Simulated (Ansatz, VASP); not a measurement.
# Two plane-wave programs on Ir

```
Ir
1.0
     2.78758    0.00000    0.00000
    -1.39379    2.41412    0.00000
     0.00000    0.00000    4.52101
Ir
2
Cartesian
  0.0000 1.6094 1.1303
  1.3938 0.8047 3.3908
```

Change from the starting cell: volume scaled by 1.04.

Alike in both runs: task single point; functional PBEsol; k mesh 11 × 11 × 6; occupations fermi-dirac, width 0.05 eV; no spin polarisation.

|  | VASP | Ansatz |
| --- | --- | --- |
| version | VASP 6.6.1 | Ansatz 0.2.0 |
| potentials or method | VASP PAW PBE potentials, release 64 (Ir) | Ansatz PAW |
| plane-wave cutoff (eV) | 520 | 420 |
| valence electrons in the cell | 18 | 34 |

Ansatz gave:

| Quantity | Value |
| --- | --- |
| gap on the k mesh at the Fermi level (eV) | none |
| pressure (GPa) | -23.6 |
| largest component of the traceless stress (GPa) | 0.54 |

**Question.** What did VASP give for the same quantities?

**Answer.** gap on the k mesh at the Fermi level (eV): none; pressure (GPa): -23.1; largest component of the traceless stress (GPa): 0.51.

A gap of «none» marks a metal or a gap that the smearing closes. The two sets of potentials don't hold the same shells in valence.

Caveats: the PAW data sets were made with another functional, which shifts forces and pressure a little (VASP); the PAW data sets come from PBE, with cores solved anew for the run's functional, which leaves a small shift of forces and pressure (Ansatz). Spin-orbit coupling is left out, which matters for the levels of Ir.
